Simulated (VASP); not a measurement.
# ZnS (Wurtzite-2H) (P6_3mc) in VASP: a series of runs, part 2 of 2

VASP 6.6.1.

### 4 Single point, HSE06

File POSCAR:

```
ZnS
1.0
    3.8110000000      0.0000000000      0.0000000000
   -1.9055000000      3.3004228138      0.0000000000
    0.0000000000      0.0000000000      6.2340000000
Zn S
2 2
Direct
    0.6666666667      0.3333333333      0.5000000000
    0.3333333333      0.6666666667      0.0000000000
    0.6666666667      0.3333333333      0.8850000000
    0.3333333333      0.6666666667      0.3850000000
```

File INCAR.step1:

```
ALGO = Normal ; EDIFF = 1E-5
ENCUT = 500 ; GGA = PE
ISIF = 2 ; ISMEAR = 0
LASPH = True ; LCHARG = False
LREAL = False ; LWAVE = True
NBANDS = 26 ; NELM = 100
NKRED = 1 ; PREC = Accurate
SIGMA = 0.01
```

File INCAR.step2:

```
ALGO = Normal ; EDIFF = 1E-6
ENCUT = 500 ; GGA = PE
HFSCREEN = 0.2 ; ISIF = 2
ISMEAR = 0 ; ISTART = 1
LASPH = True ; LCHARG = False
LHFCALC = True ; LREAL = False
LWAVE = False ; NBANDS = 26
NELM = 100 ; NKRED = 1
PREC = Accurate ; PRECFOCK = Fast
SIGMA = 0.01
```

File KPOINTS:

```
k-points
0
Gamma
  4 4 2
```

Potentials or basis: VASP PAW PBE potentials, release 64 (Zn, S).

Started as:

```
> cat potpaw_PBE.64/Zn/POTCAR potpaw_PBE.64/S/POTCAR > POTCAR
> cp INCAR.step1 INCAR
> mpirun -np 1 vasp_std > vasp.out
> cp INCAR.step2 INCAR
> mpirun -np 1 vasp_std > vasp.out
```

OUTCAR:

```text
EDIFF = 1E-6
   ENCUT = 500
   GGA = PE
   HFSCREEN = 0.2
   ISIF = 2
   ISMEAR = 0
   ISTART = 1
   LASPH = True
   LHFCALC = True
   LREAL = False
   NELM = 100
   NKRED = 1
   PREC = Accurate
   PRECFOCK = Fast

 Found      8 irreducible k-points:

 Following reciprocal coordinates:
            Coordinates               Weight
  0.000000  0.000000  0.000000      1.000000
  0.250000  0.000000  0.000000      6.000000
  0.500000  0.000000  0.000000      3.000000
  0.250000  0.250000  0.000000      6.000000
  0.000000  0.000000  0.500000      1.000000
  0.250000  0.000000  0.500000      6.000000
   k-points           NKPTS =      8   k-points in BZ     NKDIM =     32   number of bands    NBANDS=     26
   number of dos      NEDOS =    301   number of ions     NIONS =      4
   total plane-waves  NPLWV =  37632
   dimension x,y,z NGX =    28 NGY =   28 NGZ =   48
   dimension x,y,z NGXF=    56 NGYF=   56 NGZF=   96
   ions per type =               2   2
   NGX,Y,Z   is equivalent  to a cutoff of  12.21, 12.21, 12.80 a.u.
   NGXF,Y,Z  is equivalent  to a cutoff of  24.43, 24.43, 25.60 a.u.
 SYSTEM =  unknown system
[... 66 lines left out ...]

 E-fermi :   1.5054     XC(G=0):  -7.9719

 val. band max:        1.4492547924   @ k =   0.0000   0.0000   0.0000
 cond. band min:       4.9357279247   @ k =   0.0000   0.0000   0.0000
 fundamental gap:      3.4864731323
 Fermi energy:         1.5053542370

 k-point     1 :       0.0000    0.0000    0.0000
  band No.  band energies     occupation
      1     -12.9485      2.00000
      2     -11.9635      2.00000
      3      -6.4477      2.00000
      4      -6.4477      2.00000
      5      -6.3946      2.00000
      6      -6.3841      2.00000
[... 163 lines left out ...]
     25      10.9782      0.00000
     26      10.9782      0.00000

 [... further k-points ...]

------------------------ aborting loop because EDIFF is reached ----------------------------------------

  FORCE on cell =-STRESS in cart. coord.  units (eV):
  Direction    XX          YY          ZZ          XY          YZ          ZX
  --------------------------------------------------------------------------------------
  -------------------------------------------------------------------------------------
  Total        1.2857259      1.2857259      0.0062339      0.0000000      0.0000000     -0.0000000
  in kB       26.2714251     26.2714251      0.1273786      0.0000000      0.0000000     -0.0000000
  external PRESSURE =      17.5567429 kB  Pullay stress =       0.0000000 kB

 VOLUME and BASIS-vectors are now :
 -----------------------------------------------------------------------------
  energy-cutoff  :      500.00
  volume of cell :       78.41
      direct lattice vectors                 reciprocal lattice vectors
     3.811000000  0.000000000  0.000000000     0.262398321  0.151495741  0.000000000
    -1.905500000  3.300422814  0.000000000     0.000000000  0.302991482  0.000000000
     0.000000000  0.000000000  6.234000000     0.000000000  0.000000000  0.160410651

 POSITION                                       TOTAL-FORCE (eV/Angst)
 -----------------------------------------------------------------------------------
      1.90550      1.10014      3.11700         0.000000     -0.000000      0.338115
     -0.00000      2.20028      0.00000        -0.000000     -0.000000      0.338115
      1.90550      1.10014      5.51709         0.000000      0.000000     -0.338115
     -0.00000      2.20028      2.40009        -0.000000      0.000000     -0.338115
 -----------------------------------------------------------------------------------
    total drift:                               -0.000000     -0.000001      0.000220

  FREE ENERGIE OF THE ION-ELECTRON SYSTEM (eV)
  ---------------------------------------------------
  free  energy   TOTEN  =       -16.7188652792 eV

  energy  without entropy=      -16.7188652792  energy(sigma->0) =      -16.71886528
```

OUTCAR.step1:

```text
EDIFF = 1E-5
   ENCUT = 500
   GGA = PE
   ISIF = 2
[... 289 lines left out ...]
      1.90550      1.10014      3.11700        -0.000000     -0.000000      0.337850
     -0.00000      2.20028      0.00000         0.000000      0.000000      0.337850
      1.90550      1.10014      5.51709        -0.000000     -0.000000     -0.337850
     -0.00000      2.20028      2.40009         0.000000     -0.000000     -0.337850
 -----------------------------------------------------------------------------------
    total drift:                               -0.000000     -0.000000      0.000827

  FREE ENERGIE OF THE ION-ELECTRON SYSTEM (eV)
  ---------------------------------------------------
  free  energy   TOTEN  =       -13.6043610763 eV

  energy  without entropy=      -13.6043610763  energy(sigma->0) =      -13.60436108
```

Run time: 5 min. Hardware: 1 thread of Intel Xeon Platinum 8488C (Sapphire Rapids), shared host; peak memory 0.29 GiB.

These settings aren't checked as converged: the numbers below hold their error.

Results:

```
Free energy            : -16.7189 eV
Pressure               : 1.8 GPa
Largest force          : 0.338 eV/Å
Band gap on the k mesh : 3.49 eV, direct
```

Caveat: the k mesh is coarse (spacing up to 0.50 Å⁻¹), so the values aren't converged, least of all with exact exchange; the PAW data sets were made with another functional, which shifts forces and pressure a little.

### 5 For comparison

An earlier run on the cell as given: functional PBEsol; potentials or basis VASP PAW PBE potentials, release 64 (Zn, S); cutoff 520 eV; k mesh 8 × 8 × 5; occupations fermi-dirac, width 0.05 eV; no spin polarisation.

- Pressure: -1.1 GPa
- Largest force: 0.309 eV/Å
- Band gap on the k mesh: 2.12 eV, direct
